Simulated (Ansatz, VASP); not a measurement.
# MgB2: VASP beside Ansatz

```xyz
3
Lattice="3.0642 0.0000 0.0000 -1.5321 2.6537 0.0000 0.0000 0.0000 3.4985" Properties=species:S:1:pos:R:3 pbc="T T T"
Mg    0.0000    0.0000    0.0000
B     0.0000    1.7691    1.7492
B     1.5321    0.8846    1.7492
```

Alike in both runs: task electric field gradients; functional PBEsol; k mesh 15 × 15 × 12; occupations fermi-dirac, width 0.15 eV; no spin polarisation.

|  | VASP | Ansatz |
| --- | --- | --- |
| version | VASP 6.6.1 | Ansatz 0.2.0 |
| potentials or method | VASP PAW PBE potentials, release 64 (Mg, B) | scalar-relativistic, plane waves, PAW |
| plane-wave cutoff (eV) | 520 | 420 |
| valence electrons in the cell | 8 | 16 |

```csv
,VASP,Ansatz,Ansatz less VASP
gap on the k mesh at the Fermi level (eV),none,none,-
pressure (GPa),0.0,0.0,0.00
largest component of the traceless stress (GPa),0.15,0.00,-0.150
Vzz of the field gradient on the site that differs most (V/Å²),19.2,16.8,-2.32
```

A gap of «none» marks a metal or a gap that the smearing closes. The two sets of potentials don't hold the same shells in valence.

Caveats: the PAW data sets were made with another functional, which shifts forces and pressure a little (VASP).
